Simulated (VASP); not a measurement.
Runs of VASP 6.6.1 on MgO. Symmetry: Fm-3m, No. 225, cubic system. The conventional cell has a = 4.194 Å, b = 4.194 Å, c = 4.194 Å, α = 90.00°, β = 90.00°, γ = 90.00°. Mg (site symmetry m-3m) has 6 O at 2.10 Å as nearest neighbours. Around O (site symmetry m-3m) lie 6 Mg at 2.10 Å. The cell is a database's computed one.

| task | level | potentials or basis | k mesh | cutoff (eV) | smearing | ladder | GW scheme | GW iterations | cutoff of the response function | frequency points | mesh quality | gap on the mesh (eV) | pressure (GPa) |
| --- | --- | --- | --- | --- | --- | --- | --- | --- | --- | --- | --- | --- | --- |
| band structure | r2SCAN | VASP PAW PBE potentials, release 64 (Mg, O) | 12 × 12 × 12 | 520 | gaussian 0.02 eV | free | - | - | - | - | not flagged | 5.74 | 0.1 |
| band structure | HSE03 | VASP PAW PBE potentials, release 64 (Mg, O) | 8 × 8 × 8 | 520 | gaussian 0.02 eV | free | - | - | - | - | not flagged | (a) | (c) |
| band structure | r2SCAN-EpsX | VASP PAW PBE potentials, release 64 (Mg, O) | 8 × 8 × 8 | 520 | gaussian 0.02 eV | gaps | - | - | - | - | not flagged | (b) | -3.8 |
| single point | LDA | VASP PAW LDA potentials, release 64 (Mg, O) | 11 × 11 × 11 | 520 | gaussian 0.02 eV | - | - | - | - | - | not flagged | 4.78 | -5.8 |

Alike in all rows: no spin polarisation; cell as given.

Q: Estimate the missing entries.

A: (a) 6.33; (b) 8.54; (c) 0.8.

Caveats: the PAW data sets were made with another functional, which shifts forces and pressure a little (some runs); an odd mesh through Γ misses points on the zone boundary, where band edges often lie (some runs).

Not every run made on this cell is shown here.
